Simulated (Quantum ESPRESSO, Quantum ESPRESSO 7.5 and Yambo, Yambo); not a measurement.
# BaS (Fm-3m): G0W0 with Yambo, start to end

Aim: the G0W0 gap of BaS (Fm-3m) on PBE with spin-orbit coupling, step by step.

Main program and level: Quantum ESPRESSO 7.5 and Yambo 5.3.0; PBE and many-body steps on it, plane waves.

Report form: the programs' logs are mostly left out.

## (1) Starting point

It takes space group Fm-3m (No. 225, cubic). The conventional cell has a = 6.388 Å, b = 6.388 Å, c = 6.388 Å, α = 90.00°, β = 90.00°, γ = 90.00°. Nearest to Ba lie 6 S at 3.19 Å. Nearest to S lie 6 Ba at 3.19 Å. Farther neighbours and most contacts between anions are not listed.

The cell and positions come from the Crystallography Open Database and are kept as given unless a step says otherwise.

## (2) Ground state

This step: Quantum ESPRESSO 7.5; DFT, PBE with spin-orbit coupling, plane waves, norm-conserving pseudopotentials.

The ground-state density comes first.

pw.in reads:

```
&control
  calculation = 'scf'
  prefix = 'x'
  outdir = 'o'
  pseudo_dir = 'pseudo'
/
&system
  ibrav = 0
  nat = 2
  ntyp = 2
  ecutwfc = 40.0
  nbnd = 26
  force_symmorphic = .true.
  noncolin = .true.
  lspinorb = .true.
/
&electrons
  conv_thr = 1e-10
  electron_maxstep = 80
  mixing_beta = 0.5
/
ATOMIC_SPECIES
  Ba 137.33 Ba.upf
  S 32.06 S.upf
CELL_PARAMETERS angstrom
  0.0000000000 3.1937500000 3.1937500000
  3.1937500000 0.0000000000 3.1937500000
  3.1937500000 3.1937500000 0.0000000000
ATOMIC_POSITIONS crystal
  Ba 0.0000000000 0.0000000000 0.0000000000
  S 0.5000000000 0.5000000000 0.5000000000
K_POINTS automatic
  6 6 6 0 0 0
```

On the command line:

```bash
$ OMP_NUM_THREADS=1 mpirun -n 16 pw.x -nk 8 -in pw.in > pw.out
```

Wall time 4 s (16 MPI ranks of Arm Neoverse V2, shared host); peak memory 0.82 GiB.

This step gave:

```
total energy               : -1069.2868 eV
gap                        : 2.099 eV
k of the valence top       : 0, 0, 0
k of the conduction bottom : 0, -0.5, -0.5
least direct gap           : 2.189 eV
```

The gap is indirect, with the least direct gap 0.09 eV higher.

## (3) Bands along the symmetry lines

The cheap functional maps the bands first; the places of the edges decide which points the dearer methods must see.

pw.in reads:

```
&control
  calculation = 'bands'
  prefix = 'x'
  outdir = 'o'
  pseudo_dir = 'pseudo'
/
&system
  ibrav = 0
  nat = 2
  ntyp = 2
  ecutwfc = 40.0
  nbnd = 28
  force_symmorphic = .true.
  noncolin = .true.
  lspinorb = .true.
/
&electrons
  conv_thr = 1e-9
  electron_maxstep = 80
  diago_full_acc = .true.
  diago_thr_init = 5e-6
/
ATOMIC_SPECIES
  Ba 137.33 Ba.upf
  S 32.06 S.upf
CELL_PARAMETERS angstrom
  0.0000000000 3.1937500000 3.1937500000
  3.1937500000 0.0000000000 3.1937500000
  3.1937500000 3.1937500000 0.0000000000
ATOMIC_POSITIONS crystal
  Ba 0.0000000000 0.0000000000 0.0000000000
  S 0.5000000000 0.5000000000 0.5000000000
K_POINTS crystal
  50
  0.00000000 0.00000000 0.00000000 1
  0.06250000 0.00000000 0.06250000 1
  0.12500000 0.00000000 0.12500000 1
  0.18750000 0.00000000 0.18750000 1
  0.25000000 0.00000000 0.25000000 1
  0.31250000 0.00000000 0.31250000 1
  0.37500000 0.00000000 0.37500000 1
  0.43750000 0.00000000 0.43750000 1
  0.50000000 0.00000000 0.50000000 1
  0.51562500 0.03125000 0.51562500 1
  0.53125000 0.06250000 0.53125000 1
  0.54687500 0.09375000 0.54687500 1
  0.56250000 0.12500000 0.56250000 1
  0.57812500 0.15625000 0.57812500 1
  0.59375000 0.18750000 0.59375000 1
  0.60937500 0.21875000 0.60937500 1
  0.62500000 0.25000000 0.62500000 1
  0.37500000 0.37500000 0.75000000 1
  0.32812500 0.32812500 0.65625000 1
  0.28125000 0.28125000 0.56250000 1
  0.23437500 0.23437500 0.46875000 1
  0.18750000 0.18750000 0.37500000 1
  0.14062500 0.14062500 0.28125000 1
  0.09375000 0.09375000 0.18750000 1
  0.04687500 0.04687500 0.09375000 1
  0.00000000 0.00000000 0.00000000 1
  0.06250000 0.06250000 0.06250000 1
  0.12500000 0.12500000 0.12500000 1
  0.18750000 0.18750000 0.18750000 1
  0.25000000 0.25000000 0.25000000 1
  0.31250000 0.31250000 0.31250000 1
  0.37500000 0.37500000 0.37500000 1
  0.43750000 0.43750000 0.43750000 1
  0.50000000 0.50000000 0.50000000 1
  0.50000000 0.46875000 0.53125000 1
  0.50000000 0.43750000 0.56250000 1
  0.50000000 0.40625000 0.59375000 1
  0.50000000 0.37500000 0.62500000 1
  0.50000000 0.34375000 0.65625000 1
  0.50000000 0.31250000 0.68750000 1
  0.50000000 0.28125000 0.71875000 1
  0.50000000 0.25000000 0.75000000 1
  0.50000000 0.21875000 0.71875000 1
  0.50000000 0.18750000 0.68750000 1
  0.50000000 0.15625000 0.65625000 1
  0.50000000 0.12500000 0.62500000 1
  0.50000000 0.09375000 0.59375000 1
  0.50000000 0.06250000 0.56250000 1
  0.50000000 0.03125000 0.53125000 1
  0.50000000 0.00000000 0.50000000 1
```

On the command line:

```bash
$ OMP_NUM_THREADS=1 mpirun -n 16 pw.x -nk 16 -in pw.in > pw.out
```

Wall time 4.5 s (16 MPI ranks); peak memory 0.93 GiB; 63 s of CPU time.

Numbers from this step:

* gap: 2.099 eV
* k of the valence top: 0, 0, 0
* k of the conduction bottom: 0.5, 0, 0.5
* least direct gap: 2.189 eV

The gap is 2.099 eV, as in the run before at this level.

The electronic bands at the labelled points (eV, zero at the top of the highest filled band; v1 is the highest filled band, c1 the lowest empty one):

| point | v4 | v3 | v2 | v1 | c1 | c2 | c3 | c4 |
| --- | --- | --- | --- | --- | --- | --- | --- | --- |
| Γ | 0.00 | 0.00 | 0.00 | 0.00 | 3.58 | 3.58 | 3.84 | 3.84 |
| halfway | -0.27 | -0.27 | -0.14 | -0.14 | 2.78 | 2.78 | 4.69 | 4.69 |
| X | -0.23 | -0.23 | -0.09 | -0.09 | 2.10 | 2.10 | 5.92 | 5.92 |
| halfway | -0.43 | -0.43 | -0.28 | -0.28 | 2.43 | 2.43 | 6.29 | 6.29 |
| U | -0.64 | -0.64 | -0.54 | -0.54 | 3.27 | 3.27 | 5.92 | 5.92 |
| jump to K | -0.64 | -0.64 | -0.54 | -0.54 | 3.27 | 3.27 | 5.92 | 5.92 |
| halfway | -0.91 | -0.91 | -0.36 | -0.36 | 4.04 | 4.04 | 4.69 | 4.69 |
| Γ | 0.00 | 0.00 | 0.00 | 0.00 | 3.58 | 3.58 | 3.84 | 3.84 |
| halfway | -0.68 | -0.68 | -0.63 | -0.63 | 4.07 | 4.07 | 4.72 | 4.72 |
| L | -1.12 | -1.12 | -1.09 | -1.09 | 5.53 | 5.53 | 5.61 | 5.61 |
| halfway | -0.89 | -0.89 | -0.80 | -0.80 | 4.66 | 4.66 | 4.84 | 4.84 |
| W | -0.58 | -0.58 | -0.44 | -0.44 | 4.24 | 4.24 | 4.27 | 4.27 |
| halfway | -0.55 | -0.55 | -0.31 | -0.31 | 2.74 | 2.74 | 6.09 | 6.09 |
| X | -0.23 | -0.23 | -0.09 | -0.09 | 2.10 | 2.10 | 5.92 | 5.92 |

## (4) Empty states on the mesh, 4×4×4 mesh, 208 bands

The sums over transitions need many empty states on a uniform mesh; this step solves for them.

pw.in reads:

```
&control
  calculation = 'nscf'
  prefix = 'x'
  outdir = 'o'
  pseudo_dir = 'pseudo'
/
&system
  ibrav = 0
  nat = 2
  ntyp = 2
  ecutwfc = 40.0
  nbnd = 208
  force_symmorphic = .true.
  noncolin = .true.
  lspinorb = .true.
/
&electrons
  conv_thr = 1e-9
  electron_maxstep = 80
  diago_full_acc = .true.
  diago_thr_init = 5e-6
/
ATOMIC_SPECIES
  Ba 137.33 Ba.upf
  S 32.06 S.upf
CELL_PARAMETERS angstrom
  0.0000000000 3.1937500000 3.1937500000
  3.1937500000 0.0000000000 3.1937500000
  3.1937500000 3.1937500000 0.0000000000
ATOMIC_POSITIONS crystal
  Ba 0.0000000000 0.0000000000 0.0000000000
  S 0.5000000000 0.5000000000 0.5000000000
K_POINTS automatic
  4 4 4 0 0 0
```

On the command line:

```bash
$ OMP_NUM_THREADS=1 mpirun -n 16 pw.x -nk 4 -in pw.in > pw.out
```

Wall time 9.6 s (16 MPI ranks); peak memory 1.1 GiB; 2.2 min of CPU time.

Numbers from this step:

- gap: 2.099 eV
- k of the valence top: 0, 0, 0
- k of the conduction bottom: 0, -0.5, -0.5
- least direct gap: 2.189 eV
- k points computed: 8
- lowest point of the top converged band, above the valence top: 65.6679 eV

On this mesh the gap is 2.099 eV.

## (5) Conversion and set-up

This step: Yambo 5.3.0; conversion and set-up on PBE with spin-orbit coupling, plane waves, norm-conserving pseudopotentials.

The states are converted to the many-body program's format and the q mesh is built.

On the command line:

```bash
$ (cd o/x.save; p2y > p2y.log; mv SAVE ../..); yambo > setup.log
```

Wall time 2.3 s (1 MPI rank); peak memory 0.24 GiB.

## (6) Screening and self-energy, 4×4×4 mesh, 208 bands, screening to 122.5 eV

Now the one-shot GW correction: screening in the RPA, then the self-energy of the levels asked for.

This step: G0W0 on PBE with spin-orbit coupling, plane waves, norm-conserving pseudopotentials.

gw1.in reads:

```
HF_and_locXC
gw0
dyson
ppa
em1d
rim_cut
RandQpts= 1000000
RandGvec= 1 RL
EXXRLvcs= 40 Ry
VXCRLvcs= 160 Ry
Chimod= "HARTREE"
% BndsRnXp
 1 | 208 |
%
NGsBlkXp= 9 Ry
% LongDrXp
 1 | 1 | 1 |
%
% GbndRnge
 1 | 208 |
%
DysSolver= "n"
ExtendOut
PPAPntXp= 27.21138 eV
% QPkrange
 1 | 1 | 13 | 20 |
 7 | 7 | 13 | 20 |
%
```

On the command line:

```bash
$ OMP_NUM_THREADS=2 mpirun -n 8 yambo -F gw1.in -J gw1 -C gw1 > gw1.log
```

Wall time 64 s (8 MPI ranks); peak memory 3.8 GiB.

This step gave:

```yaml
g0w0_gap_on_the_points_computed: 3.428 eV
starting_gap_on_the_mesh: 2.099 eV
k_of_the_valence_top: 0, 0, 0
k_of_the_conduction_bottom: 0, -0.5, -0.5
least_direct_g0w0_gap_on_the_computed_points: 3.532 eV
z_at_the_valence_top: 0.7916
z_at_the_conduction_bottom: 0.8339
```

The gap on the mesh goes from 2.10 eV to 3.43 eV, a correction of +1.33 eV.

Limits: finite bands, cutoff and mesh. v1 is the top filled band, c1 the lowest empty one. The levels before and after the correction (eV, zero at the valence-band top of each column):

|  | conduction bottom | valence top |
| --- | --- | --- |
| Kohn-Sham | 2.10 | 0.00 |
| G0W0 | 3.43 | 0.00 |

|  | level | energy (eV) |
| --- | --- | --- |
| Kohn-Sham | Γ v3-v1 | 0.000 |
| Kohn-Sham | Γ c1-c2 | 3.582 |
| Kohn-Sham | Γ c3 | 3.837 |
| Kohn-Sham | (0 -0.5 -0.5) v3 | -0.231 |
| Kohn-Sham | (0 -0.5 -0.5) v2-v1 | -0.089 |
| Kohn-Sham | (0 -0.5 -0.5) c1-c2 | 2.099 |
| Kohn-Sham | (0 -0.5 -0.5) c3 | 5.925 |
| G0W0 | Γ v3-v1 | 0.000 |
| G0W0 | Γ c1-c2 | 4.831 |
| G0W0 | Γ c3 | 5.417 |
| G0W0 | (0 -0.5 -0.5) v3 | -0.264 |
| G0W0 | (0 -0.5 -0.5) v2-v1 | -0.105 |
| G0W0 | (0 -0.5 -0.5) c1-c2 | 3.428 |
| G0W0 | (0 -0.5 -0.5) c3 | 7.821 |

## (7) Where the time went

Times are wall times on the hardware named with each run, good to a factor of about two.

| step | time | share | memory (GiB) |
| --- | --- | --- | --- |
| ground state | 4 s | 5 % | 0.82 |
| bands along the symmetry lines | 4.5 s | 5 % | 0.93 |
| empty states on the mesh | 9.6 s | 11 % | 1.1 |
| conversion and set-up | 2.3 s | 3 % | 0.24 |
| screening and self-energy | 64 s | 76 % | 3.8 |

## (8) Outcome

```json
{
  "PBE gap": "2.10 eV, indirect",
  "G0W0 gap on the mesh": "3.43 eV",
  "GW settings": "4×4×4 mesh, 208 bands, screening to 122.5 eV, Godby-Needs plasmon pole",
  "known limits": "not at the basis limit"
}
```

In words: G0W0 moves the gap on the mesh from 2.10 eV to 3.43 eV (+1.33 eV), with Z of 0.79 and 0.83 at the edges. Only 2 of the mesh's irreducible points were corrected, so a valley elsewhere could overtake. The dearest step here is «screening and self-energy». Bands and cutoff are finite, so the gap is not at the basis limit. The miss can reach some tenths of an eV and take either sign; the mesh is an error of its own. In the G0W0 run levels were corrected at 2 k points alone, so a gap called «on the mesh» is the least over those, and an edge elsewhere would be missed.

[Paths, hosts, dates, memory and timing lines, banners, echoed tables and standing remarks are left out of the program output.]

[Logs are printed without paths, hosts, clocks, repeated set-up lines and the standing remarks that a program may print on its own settings, such as how far it seeks lower states.]

[Runs of the session that timed out or met a known fault of the program may be left out.]

[Hosts, paths, dates, database ids (printed as entryN), source tags and the programs' standing remarks are cut or masked in the printed files.]
